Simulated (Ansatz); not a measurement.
# Cobalt, hcp: HSE06 after PBE, part 2 of 2

Aim: see what exact exchange does to the levels and moments, and what it costs. The geometry was relaxed under PBE beforehand and is kept. Exact exchange is dear, so the k-mesh is coarse, and PBE is run on the same mesh for comparison.

Ansatz 0.2.0, plane waves with PAW, scalar-relativistic. The steps go on from the part before.

## Step 3: HSE06, coarse mesh

The run with HSE06.

input.yaml reads:

```yaml
crystal:
  lattice:
    - [2.4935221394, 0.0, 0.0]
    - [-1.2467610697, 2.1594535177, 0.0]
    - [0.0, 0.0, 4.0277847502]
  atoms:
    - { symbol: Co, position: [0.3333333333, 0.6666666667, 0.25], spin: 1.69 }
    - { symbol: Co, position: [0.6666666667, 0.3333333333, 0.75], spin: 1.69 }
hamiltonian:
  xc: hse06
  pseudopotentials:
    kind: paw
    azcp:
      Co: "pseudopotentials/Co.paw.azcp"
basis:
  ecutwfc: 420
  fft_grid_basis: typed
kpoints:
  mp_grid: { grid: [7, 7, 4], shift: [0, 0, 0] }
magnetization:
  spin_polarized: true
scf:
  occupations: { method: fermi_dirac, width: 0.1 }
```

The log of the run:

```text
Warning: RAYON_NUM_THREADS=4 ignored (pool sized by the plan → 4); use --threads N
Engine: ansatz 0.2.0, x86_64-unknown-linux-gnu
Pseudopotentials: kind: paw
Pseudopotential: Co, paw, valence charge 17, recommended cutoff 420 eV (normal), <dir>
Functional definition: HSE06
  parameter a = 0.25
  parameter omega = 0.11/bohr
  exchange = pbe_x - a*pbe_x_sr(omega) + a*exact_x_sr(omega)
  correlation = pbe_c
Crystal: 2 atoms, lattice volume = 21.688 Å³
Basis set: ecut = 420 eV, 403 PW (Γ)
Bands: 23, of which v1, the nominal top of the filled ones, is band 17 counted from 1 (16 counted from 0)
Symmetry: 24 space group operations
Space group: P63/mmc (ITA 194), of the structure as read, at distance tolerance 2.8e-5 Å
Magnetic group: BNS 194.263 (UNI 1493), of the structure as read, at distance tolerance 2.8e-5 Å
k-points: 24 of 196
Non-local potential: Co, projectors of the file, l = 0: 3, l = 1: 2, l = 2: 3, l = 3: 1
PAW form: soft (Blöchl's): semilocal exchange-correlation on the pseudo side does not see the compensation charge
PAW frozen core: Co, regenerated for the run's functional, and the local potential with it (the file was generated under x = pbe(κ = 0.804, μ = 0.2195149727645171), c = pbe(β = 0.06672455060314922))
PAW one-centre angular grid: Co, 590 points (default); XC on 64 Gauss nodes
Initial density: superposition of atomic densities (chi_scale 0.1, normalization cell)
Starting moments: Σ|m| = 3.38 μB on 2 of 2 sites
Initial wavefunctions: pseudopotential atomic-orbital guess
Functional: x = pbe(κ = 0.804, μ = 0.2195149727645171), c = pbe(β = 0.06672455060314922), warm-up for x = pbe(κ = 0.804, μ = 0.2195149727645171) + 0.25 (exact − pbe) at short range (hse, ω = 0.20786987370883472 Å⁻¹), c = pbe(β = 0.06672455060314922); HSE06 as pw.x's `hse` composes it (authors' and Libxc's form: `xc: wpbeh`)
iter 1 solved again at ethr=8.29e-4 eV; its pass at ethr=1.00e-1 eV (dr2=2.82e-1 eV) is discarded
SCF iter   1: F=—  HF=-10252.202292 eV  |F-HF|=—  |Δ(HF+E_count)|=         —  Δρ=5.29e-2 (↑1.45e-2 ↓5.29e-2)  dr2=2.66e-1  dr2_m=1.81e-1  M=3.106 μB ∫|m|=3.171 μB  β_m=1.00  ethr=8.29e-4  ⟨swp⟩=4.7  Hψ=5943  notcnv=0
preconditioner: auto → none  [metal: Δε(μ)=0.055 eV  Ē_g=9.420 eV  σ=0.100 eV  W_gap=0.14  n_scr=8 (ndim 8)  ℏωp=33.8 eV  f_vac=0.000  D(μ)=2.11/eV (n_scr^D=22)  sad-step TF]
SCF iter   2: F=—  HF=-10252.209005 eV  |F-HF|=—  |Δ(HF+E_count)|=   6.71e-3  Δρ=1.85e-2 (↑3.72e-3 ↓1.85e-2)  dr2=4.59e-2  dr2_m=1.75e-2  M=3.077 μB ∫|m|=3.288 μB  β_m=1.00  ethr=7.82e-4  ⟨swp⟩=2.5  Hψ=2378  notcnv=0
iter 3 solved again at ethr=1.07e-5 eV; its pass at ethr=1.35e-4 eV (dr2=3.63e-3 eV) is discarded
SCF iter   3: F=—  HF=-10252.220086 eV  |F-HF|=—  |Δ(HF+E_count)|=   1.11e-2  Δρ=5.47e-3 (↑3.74e-3 ↓5.47e-3)  dr2=3.52e-3  dr2_m=3.12e-3  M=3.087 μB ∫|m|=3.347 μB  β_m=1.00  ethr=1.07e-5  ⟨swp⟩=2.5  Hψ=4527  notcnv=0
SCF iter   4: F=—  HF=-10252.250924 eV  |F-HF|=—  |Δ(HF+E_count)|=   3.08e-2  Δρ=3.73e-3 (↑3.73e-3 ↓9.49e-4)  dr2=1.00e-3  dr2_m=9.53e-4  M=3.104 μB ∫|m|=3.381 μB  β_m=1.00  ethr=1.04e-5  ⟨swp⟩=3.5  Hψ=2774  notcnv=0
SCF iter   5: F=—  HF=-10252.273707 eV  |F-HF|=—  |Δ(HF+E_count)|=   2.28e-2  Δρ=2.99e-3 (↑2.99e-3 ↓8.52e-4)  dr2=5.81e-4  dr2_m=6.95e-4  M=3.120 μB ∫|m|=3.406 μB  β_m=1.00  ethr=2.94e-6  ⟨swp⟩=3.0  Hψ=2196  notcnv=0
SCF iter   6: F=—  HF=-10252.286527 eV  |F-HF|=—  |Δ(HF+E_count)|=   1.28e-2  Δρ=1.93e-3 (↑1.93e-3 ↓1.11e-3)  dr2=1.06e-4  dr2_m=4.51e-4  M=3.135 μB ∫|m|=3.426 μB  β_m=1.00  ethr=1.71e-6  ⟨swp⟩=3.0  Hψ=2216  notcnv=0
SCF iter   7: F=—  HF=-10252.293894 eV  |F-HF|=—  |Δ(HF+E_count)|=   7.37e-3  Δρ=1.28e-3 (↑1.28e-3 ↓1.16e-3)  dr2=5.95e-6  dr2_m=2.93e-4  M=3.148 μB ∫|m|=3.443 μB  β_m=1.00  ethr=3.12e-7  ⟨swp⟩=3.1  Hψ=2497  notcnv=0
SCF iter   8: F=—  HF=-10252.298228 eV  |F-HF|=—  |Δ(HF+E_count)|=   4.33e-3  Δρ=1.16e-3 (↑8.04e-4 ↓1.16e-3)  dr2=1.55e-5  dr2_m=1.91e-4  M=3.158 μB ∫|m|=3.456 μB  β_m=0.30  ethr=1.75e-8  ⟨swp⟩=4.0  Hψ=3123  notcnv=0
Mixer restart at iter 8: flushing history
spin-set hold released at iteration 8 (site moments contracting): the magnetisation degrees of freedom join the quasi-Newton model from the next iteration; the mixer history was flushed
SCF iter   9: F=—  HF=-10252.301363 eV  |F-HF|=—  |Δ(HF+E_count)|=   3.13e-3  Δρ=1.53e-3 (↑1.32e-3 ↓1.53e-3)  dr2=6.70e-6  dr2_m=4.01e-4  M=3.166 μB ∫|m|=3.466 μB  β_m=0.57  ethr=1.75e-8  ⟨swp⟩=4.0  Hψ=3164  notcnv=0
SCF iter  10: F=—  HF=-10252.304941 eV  |F-HF|=—  |Δ(HF+E_count)|=   3.58e-3  Δρ=1.76e-3 (↑1.28e-3 ↓1.76e-3)  dr2=3.32e-5  dr2_m=4.56e-4  M=3.194 μB ∫|m|=3.501 μB  β_m=0.82  ethr=1.75e-8  ⟨swp⟩=4.5  Hψ=3463  notcnv=0
SCF iter  11: F=—  HF=-10252.305365 eV  |F-HF|=—  |Δ(HF+E_count)|=   4.24e-4  Δρ=1.91e-3 (↑1.91e-3 ↓1.84e-3)  dr2=1.62e-3  dr2_m=9.67e-7  M=3.205 μB ∫|m|=3.515 μB  β_m=0.53  ethr=1.75e-8  ⟨swp⟩=4.6  Hψ=3685  notcnv=0  recentre
SCF iter  12: F=—  HF=-10252.305024 eV  |F-HF|=—  |Δ(HF+E_count)|=   3.41e-4  Δρ=8.35e-5 (↑6.62e-5 ↓8.35e-5)  dr2=8.35e-8  dr2_m=1.07e-6  M=3.206 μB ∫|m|=3.517 μB  β_m=0.73  ethr=1.75e-8  ⟨swp⟩=4.5  Hψ=3650  notcnv=0
SCF iter  13: F=—  HF=-10252.305024 eV  |F-HF|=—  |Δ(HF+E_count)|=   6.44e-7  Δρ=2.53e-5 (↑2.39e-5 ↓2.53e-5)  dr2=6.88e-8  dr2_m=9.23e-8  M=3.206 μB ∫|m|=3.516 μB  β_m=0.87  ethr=2.46e-10  ⟨swp⟩=3.2  Hψ=2704  notcnv=0
SCF iter  14: F=—  HF=-10252.305024 eV  |F-HF|=—  |Δ(HF+E_count)|=   5.41e-8  Δρ=1.16e-5 (↑6.49e-6 ↓1.16e-5)  dr2=1.09e-8  dr2_m=1.09e-8  M=3.206 μB ∫|m|=3.516 μB  β_m=0.75  ethr=2.02e-10  ⟨swp⟩=3.0  Hψ=2064  notcnv=0
SCF iter  15: F=-10252.305024 eV  HF=-10252.305024 eV  |F-HF|=1.58e-10  |Δ(HF+E_count)|=   3.58e-9  Δρ=2.03e-6 (↑1.05e-6 ↓2.03e-6)  dr2=1.74e-10  dr2_m=3.74e-10  M=3.206 μB ∫|m|=3.516 μB  ethr=3.22e-11  ⟨swp⟩=3.0  Hψ=2233  notcnv=0
SCF 1 converged in 15 iterations: F = -10252.305024 eV  dr2 = 1.74e-10
Initial density: handed on by an earlier stage of this run
Starting moments: Σ|m| = 3.38 μB on 2 of 2 sites; this step starts from the density that it was given
Initial wavefunctions: those handed on with the density
Functional: x = pbe(κ = 0.804, μ = 0.2195149727645171) + 0.25 (exact − pbe) at short range (hse, ω = 0.20786987370883472 Å⁻¹), c = pbe(β = 0.06672455060314922); HSE06 as pw.x's `hse` composes it (authors' and Libxc's form: `xc: wpbeh`)
Exchange kernel: α = 0.2500, screened, ω = 0.2079 Å⁻¹, Wigner–Seitz truncation, v(0) = 1037.5566 eV·Å³, q-mesh 7×7×4, nearest image of the exchange supercell L = 16.11 Å, pair-density grid 12×12×20, without the augmentation charges, whose exchange is taken in its separable form by FFT convolution over the k-point mesh (sized by the pseudopotential files, 15×15×27 at the most), smooth part of the exact exchange by density-matrix convolution
Frozen-core exchange: fock
iter 1 solved again at ethr=2.63e-5 eV; its pass at ethr=1.00e-1 eV (dr2=8.93e-3 eV) is discarded
SCF iter   1: F=—  HF=-10247.716519 eV  |F-HF|=—  |Δ(HF+E_count)|=         —  Δρ=5.74e-2 (↑5.74e-2 ↓5.02e-2)  dr2=3.41e-2  dr2_m=5.76e-1  M=3.661 μB ∫|m|=4.209 μB  β_m=0.30  ethr=2.63e-5  ⟨swp⟩=4.2  Hψ=5600  notcnv=0
preconditioner: auto → none  [metal: Δε(μ)=0.045 eV  Ē_g=11.596 eV  σ=0.100 eV  W_gap=0.11  n_scr=8 (ndim 8)  ℏωp=33.8 eV  f_vac=0.000  D(μ)=1.40/eV (n_scr^D=22)]
SCF iter   2: F=—  HF=-10247.858085 eV  |F-HF|=—  |Δ(HF+E_count)|=   1.42e-1  Δρ=4.47e-2 (↑4.47e-2 ↓4.24e-2)  dr2=1.86e-2  dr2_m=3.76e-1  M=3.671 μB ∫|m|=4.299 μB  β_m=0.55  ethr=2.41e-5  ⟨swp⟩=3.4  Hψ=2458  notcnv=0
SCF iter   3: F=—  HF=-10247.983746 eV  |F-HF|=—  |Δ(HF+E_count)|=   1.26e-1  Δρ=1.59e-2 (↑1.59e-2 ↓3.06e-3)  dr2=2.02e-2  dr2_m=1.73e-2  M=3.689 μB ∫|m|=4.608 μB  β_m=0.58  ethr=2.98e-6  ⟨swp⟩=4.8  Hψ=3777  notcnv=0
SCF iter   4: F=—  HF=-10247.990682 eV  |F-HF|=—  |Δ(HF+E_count)|=   6.94e-3  Δρ=7.95e-3 (↑2.30e-3 ↓7.95e-3)  dr2=1.36e-2  dr2_m=1.69e-3  M=3.729 μB ∫|m|=4.718 μB  β_m=0.52  ethr=2.98e-6  ⟨swp⟩=4.1  Hψ=3561  notcnv=0
SCF iter   5: F=—  HF=-10247.989195 eV  |F-HF|=—  |Δ(HF+E_count)|=   1.49e-3  Δρ=1.74e-3 (↑4.49e-4 ↓1.74e-3)  dr2=7.14e-4  dr2_m=2.00e-4  M=3.723 μB ∫|m|=4.736 μB  β_m=0.76  ethr=2.98e-6  ⟨swp⟩=3.5  Hψ=3049  notcnv=0
SCF iter   6: F=—  HF=-10247.990657 eV  |F-HF|=—  |Δ(HF+E_count)|=   1.46e-3  Δρ=8.49e-4 (↑9.17e-5 ↓8.49e-4)  dr2=3.14e-4  dr2_m=3.83e-5  M=3.727 μB ∫|m|=4.753 μB  β_m=0.88  ethr=8.14e-7  ⟨swp⟩=3.9  Hψ=2617  notcnv=0
SCF iter   7: F=—  HF=-10247.992323 eV  |F-HF|=—  |Δ(HF+E_count)|=   1.67e-3  Δρ=6.15e-4 (↑2.10e-4 ↓6.15e-4)  dr2=1.49e-4  dr2_m=2.68e-5  M=3.738 μB ∫|m|=4.756 μB  β_m=0.94  ethr=7.29e-8  ⟨swp⟩=4.2  Hψ=3392  notcnv=0
SCF iter   8: F=-10247.993802 eV  HF=-10247.993832 eV  |F-HF|=2.93e-5  |Δ(HF+E_count)|=   1.51e-3  Δρ=7.60e-4 (↑3.64e-4 ↓7.60e-4)  dr2=9.94e-5  dr2_m=4.83e-5  M=3.772 μB ∫|m|=4.764 μB  ethr=2.66e-8  ⟨swp⟩=4.6  Hψ=4118  notcnv=0
SCF 2 stopped early in 8 iterations: F = -10247.993802 eV  dr2 = 9.94e-5
hybrid outer 1: dexx = +3.733e-1 eV, tail = 4.37e-3 eV
Exchange kernel: α = 0.2500, screened, ω = 0.2079 Å⁻¹, Wigner–Seitz truncation, v(0) = 1037.5566 eV·Å³, q-mesh 7×7×4, nearest image of the exchange supercell L = 16.11 Å, pair-density grid 12×12×20, without the augmentation charges, whose exchange is taken in its separable form by FFT convolution over the k-point mesh (sized by the pseudopotential files, 15×15×27 at the most), smooth part of the exact exchange by density-matrix convolution
Frozen-core exchange: fock
SCF iter   1: F=—  HF=-10247.994001 eV  |F-HF|=—  |Δ(HF+E_count)|=         —  Δρ=6.41e-4 (↑6.41e-4 ↓4.41e-4)  dr2=9.41e-5  dr2_m=2.14e-5  M=3.781 μB ∫|m|=4.764 μB  β_m=0.30  ethr=2.51e-5  ⟨swp⟩=2.4  Hψ=2236  notcnv=0
preconditioner: auto → none  [metal: Δε(μ)=0.069 eV  Ē_g=11.896 eV  σ=0.100 eV  W_gap=0.17  n_scr=8 (ndim 8)  ℏωp=33.8 eV  f_vac=0.000  D(μ)=1.11/eV (n_scr^D=8)]
iter 2 solved again at ethr=1.10e-8 eV; its pass at ethr=2.32e-7 eV (dr2=3.75e-6 eV) is discarded
SCF iter   2: F=—  HF=-10247.994065 eV  |F-HF|=—  |Δ(HF+E_count)|=   6.38e-5  Δρ=2.26e-4 (↑1.63e-4 ↓2.26e-4)  dr2=8.60e-6  dr2_m=5.21e-6  M=3.784 μB ∫|m|=4.763 μB  β_m=0.36  ethr=1.10e-8  ⟨swp⟩=2.4  Hψ=5033  notcnv=0  defer=3
SCF iter   3: F=—  HF=-10247.994089 eV  |F-HF|=—  |Δ(HF+E_count)|=   2.39e-5  Δρ=1.38e-4 (↑1.34e-4 ↓1.38e-4)  dr2=4.20e-6  dr2_m=2.37e-6  M=3.785 μB ∫|m|=4.763 μB  β_m=0.67  ethr=1.10e-8  ⟨swp⟩=3.6  Hψ=2702  notcnv=0
SCF iter   4: F=—  HF=-10247.994102 eV  |F-HF|=—  |Δ(HF+E_count)|=   1.33e-5  Δρ=2.29e-4 (↑1.02e-4 ↓2.29e-4)  dr2=1.18e-5  dr2_m=2.13e-6  M=3.787 μB ∫|m|=4.763 μB  β_m=0.81  ethr=5.63e-9  ⟨swp⟩=4.0  Hψ=3209  notcnv=0  recentre
SCF iter   5: F=—  HF=-10247.994100 eV  |F-HF|=—  |Δ(HF+E_count)|=   1.99e-6  Δρ=6.81e-5 (↑6.81e-5 ↓6.07e-5)  dr2=1.90e-6  dr2_m=6.32e-7  M=3.787 μB ∫|m|=4.763 μB  β_m=0.90  ethr=5.63e-9  ⟨swp⟩=4.0  Hψ=3032  notcnv=0
SCF iter   6: F=—  HF=-10247.994110 eV  |F-HF|=—  |Δ(HF+E_count)|=   1.01e-5  Δρ=8.68e-5 (↑8.68e-5 ↓6.33e-5)  dr2=1.68e-6  dr2_m=7.07e-7  M=3.789 μB ∫|m|=4.763 μB  β_m=0.27  ethr=6.71e-10  ⟨swp⟩=4.0  Hψ=3338  notcnv=0
SCF iter   7: F=—  HF=-10247.994116 eV  |F-HF|=—  |Δ(HF+E_count)|=   5.69e-6  Δρ=3.94e-5 (↑3.43e-5 ↓3.94e-5)  dr2=7.63e-7  dr2_m=2.49e-7  M=3.790 μB ∫|m|=4.764 μB  β_m=0.43  ethr=6.71e-10  ⟨swp⟩=4.1  Hψ=3133  notcnv=0
SCF iter   8: F=—  HF=-10247.994124 eV  |F-HF|=—  |Δ(HF+E_count)|=   7.99e-6  Δρ=2.01e-5 (↑1.13e-5 ↓2.01e-5)  dr2=3.22e-7  dr2_m=3.50e-8  M=3.793 μB ∫|m|=4.764 μB  β_m=0.70  ethr=5.88e-11  ⟨swp⟩=4.7  Hψ=4287  notcnv=0  defer=1
SCF iter   9: F=—  HF=-10247.994128 eV  |F-HF|=—  |Δ(HF+E_count)|=   4.01e-6  Δρ=1.33e-5 (↑8.88e-6 ↓1.33e-5)  dr2=7.09e-8  dr2_m=4.44e-9  M=3.797 μB ∫|m|=4.765 μB  β_m=0.85  ethr=5.88e-11  ⟨swp⟩=4.8  Hψ=4299  notcnv=0  defer=1
SCF iter  10: F=-10247.994128 eV  HF=-10247.994128 eV  |F-HF|=1.13e-10  |Δ(HF+E_count)|=   3.97e-8  Δρ=3.98e-6 (↑1.66e-6 ↓3.98e-6)  dr2=1.01e-9  dr2_m=1.47e-9  M=3.797 μB ∫|m|=4.765 μB  ethr=5.88e-11  ⟨swp⟩=4.2  Hψ=3243  notcnv=0  defer=1
SCF 3 converged in 10 iterations: F = -10247.994128 eV  dr2 = 1.01e-9
hybrid outer 2: dexx = +7.655e-4 eV, tail = 1.46e-5 eV, Δε = 6.00e-2 eV (about 1.93e-2 eV left of the loop's levels)
Exchange kernel: α = 0.2500, screened, ω = 0.2079 Å⁻¹, Wigner–Seitz truncation, v(0) = 1037.5566 eV·Å³, q-mesh 7×7×4, nearest image of the exchange supercell L = 16.11 Å, pair-density grid 12×12×20, without the augmentation charges, whose exchange is taken in its separable form by FFT convolution over the k-point mesh (sized by the pseudopotential files, 15×15×27 at the most), smooth part of the exact exchange by density-matrix convolution
Frozen-core exchange: fock
SCF iter   1: F=—  HF=-10247.994144 eV  |F-HF|=—  |Δ(HF+E_count)|=         —  Δρ=7.22e-5 (↑4.65e-5 ↓7.22e-5)  dr2=2.19e-7  dr2_m=6.94e-7  M=3.798 μB ∫|m|=4.766 μB  β_m=0.30  ethr=4.17e-8  ⟨swp⟩=2.9  Hψ=2359  notcnv=0
preconditioner: auto → none  [metal: Δε(μ)=0.052 eV  Ē_g=11.948 eV  σ=0.100 eV  W_gap=0.13  n_scr=8 (ndim 8)  ℏωp=33.8 eV  f_vac=0.000  D(μ)=1.12/eV (n_scr^D=8)]
SCF iter   2: F=—  HF=-10247.994144 eV  |F-HF|=—  |Δ(HF+E_count)|=   3.54e-7  Δρ=7.71e-5 (↑6.19e-5 ↓7.71e-5)  dr2=9.48e-8  dr2_m=9.51e-7  M=3.798 μB ∫|m|=4.766 μB  β_m=0.30  ethr=3.82e-10  ⟨swp⟩=3.5  Hψ=2941  notcnv=0  defer=1
SCF iter   3: F=—  HF=-10247.994144 eV  |F-HF|=—  |Δ(HF+E_count)|=   1.24e-7  Δρ=6.50e-5 (↑6.02e-5 ↓6.50e-5)  dr2=4.04e-8  dr2_m=7.69e-7  M=3.798 μB ∫|m|=4.766 μB  β_m=0.65  ethr=1.90e-10  ⟨swp⟩=2.7  Hψ=2227  notcnv=0  defer=1
SCF iter   4: F=—  HF=-10247.994144 eV  |F-HF|=—  |Δ(HF+E_count)|=   3.78e-7  Δρ=5.28e-5 (↑1.03e-5 ↓5.28e-5)  dr2=4.25e-7  dr2_m=1.15e-7  M=3.798 μB ∫|m|=4.767 μB  β_m=0.53  ethr=6.33e-11  ⟨swp⟩=3.6  Hψ=3135  notcnv=0  defer=1
SCF iter   5: F=—  HF=-10247.994144 eV  |F-HF|=—  |Δ(HF+E_count)|=   1.76e-8  Δρ=1.39e-5 (↑5.58e-6 ↓1.39e-5)  dr2=1.39e-8  dr2_m=1.26e-8  M=3.799 μB ∫|m|=4.767 μB  β_m=0.76  ethr=6.33e-11  ⟨swp⟩=4.0  Hψ=3346  notcnv=0  defer=1
SCF iter   6: F=-10247.994144 eV  HF=-10247.994144 eV  |F-HF|=2.81e-9  |Δ(HF+E_count)|=   7.14e-9  Δρ=8.38e-6 (↑4.52e-6 ↓8.38e-6)  dr2=8.78e-9  dr2_m=7.15e-9  M=3.799 μB ∫|m|=4.767 μB  ethr=2.32e-11  ⟨swp⟩=3.5  Hψ=2452  notcnv=0  defer=1
SCF 4 converged in 6 iterations: F = -10247.994144 eV  dr2 = 8.78e-9
hybrid outer 3: dexx = +2.389e-6 eV, tail = 2.79e-7 eV, Δε = 3.17e-3 eV (about 2.60e-3 eV left of the loop's levels)
this state was not tested for a lower state beside it, because the functional holds exact exchange (a hybrid, or Hartree-Fock), whose exchange loop this test does not read (fock_operator); the stability check (scf.self_checks: high) cannot read this state: a pseudopotential is PAW: the check reads norm-conserving sets alone
hybrid SCF converged: 3 outer / 24 inner (+15 warm-up), last move |dexx| = 2.39e-6 eV, tail = 2.79e-7 eV
Magnetization: 3.7987 μB (18.8993 up, 15.1007 down)
Absolute magnetization: 4.7742 μB (∫|ρ↑−ρ↓|, with the PAW one-centre terms)
Spin contamination: 0.2632 ħ² per cell (⟨S²⟩ above its minimum at these occupations)
Per-site moments (μB) at R_I (Å): [(2.100823187667917, 1.0211615075184137), (2.1008231876679173, 1.0211615075184137)]
Free energy (F): -10247.994144 eV
Frozen-core exchange: fock
Harris-Foulkes:  -10247.994144 eV  (|F-HF|=2.81e-9)
Internal energy: -10247.958115 eV  (E = F + TS)
E sigma→0 (E₀):  -10247.976130 eV
Entropy (-TS):   -0.036030 eV (-18.015 meV/atom)
Fermi energy:    18.905451 eV
--- Per-component energies (eV) ---
  E_band       = -597.819647
  E_kinetic    = 908.097984
  E_local      = -5664.569840  (includes V_loc(G=0)·N_el)
  E_nonlocal   = 913.666137
  E_hartree    = 2374.751438
  E_xc         = -252.763778
  E_vxc        = -323.659437  (∫ρ·V_xc dr)
  E_exx        = -168.271893  (= α·E_x^exact, valence–valence)
  E_paw        = -2928.466765  (= ΣΔE_a)
  E_vpaw       = -844.314950  (= ΣTr[D̂ρ^β])
  E_aug_tail   = 0.000162  (compensation charges beyond the density's cutoff)
  E_ewald      = -5429.980943
  E_core_change = -0.420615  (= ΣΔE_core)
  E_smearing   = -0.036030  (= −TS)
  E_closure    = -0.000000  (closes the sum)
  Σ components = -10247.994144   (vs F -10247.994144, Δ=0.00e0)
--- Band table (eV; the first three rows and the last of 48) ---
  k-point 0 ↑: bands = ["-84.3756", "-84.3154", "-46.2806", "-45.9752", "-45.9752", "-45.9327", "-45.9200", "-45.9200", "8.5697", "11.3232", "13.4485", "13.4485", "13.4914", "13.7437", "13.7437", "13.9882", "13.9882", "15.1880", "15.1880", "18.5265", "25.1983"]
  k-point 1 ↑: bands = ["-84.3669", "-84.3243", "-46.2297", "-45.9840", "-45.9670", "-45.9670", "-45.9280", "-45.9280", "9.2639", "11.3829", "13.3223", "13.3223", "13.3749", "13.5916", "13.5916", "14.3361", "14.3361", "15.1243", "15.1243", "16.0184", "28.6428"]
  k-point 2 ↑: bands = ["-84.3457", "-84.3457", "-46.1072", "-46.1072", "-45.9474", "-45.9474", "-45.9474", "-45.9474", "10.8581", "10.8581", "13.3556", "13.3556", "13.3556", "13.3556", "13.5708", "13.5708", "14.8345", "14.8345", "14.8345", "14.8345", "34.5735"]
  k-point 23 ↓: bands = ["-80.8383", "-80.8383", "-42.5359", "-42.5359", "-42.4013", "-42.4013", "-42.2457", "-42.2457", "14.9498", "14.9498", "16.0220", "16.0220", "16.4827", "16.4827", "19.0630", "19.0630", "20.6388", "20.6388", "24.4014", "24.4014", "29.1348"]
  guard bands above this table: 2 of the run's 23 bands, where the rule asks 3: the bands that hold charge and the lowest empty level above them stay in the table. The solve was not asked for them (output.publish_guard_bands: true or output.eigenvalues: true publishes all)
```

It took 5.8 s on 4 threads of an x86-64 CPU, shared host; peak memory 0.76 GiB.

## Step 4: Side by side

```tsv
functional	gap on the mesh	Fermi energy (eV)	magnetic state	SCF cycles	exchange loops	CPU time
PBE	none (levels filled in part)	18.707	ferromagnetic, up to 1.67 μB per atom	9	-	1.1 s
HSE06	none (levels filled in part)	18.905	ferromagnetic, up to 2.10 μB per atom	39	3	19 s
```

## Step 5: What came out

This closing draws on all 2 parts.

| quantity | value |
| --- | --- |
| PBE: gap | none (levels filled in part) |
| PBE: magnetic state | ferromagnetic, up to 1.67 μB per atom |
| HSE06: gap | none (levels filled in part) |
| HSE06: magnetic state | ferromagnetic, up to 2.10 μB per atom |
| HSE06: SCF cycles, exchange loops | 39, 3 |
| HSE06: CPU time over that of PBE | 17 |

**Reading.** Neither PBE nor HSE06 shows a clean gap on this mesh. Moments change from 1.67 μB to 2.10 μB at most; exact exchange favours larger moments in itinerant magnets. The hybrid took 17 times as much CPU time as PBE on the same settings. HSE06 needed 3 outer loops of the exchange operator. Absolute energies differ from functional to functional, by eV per atom at times, and say nothing by themselves.
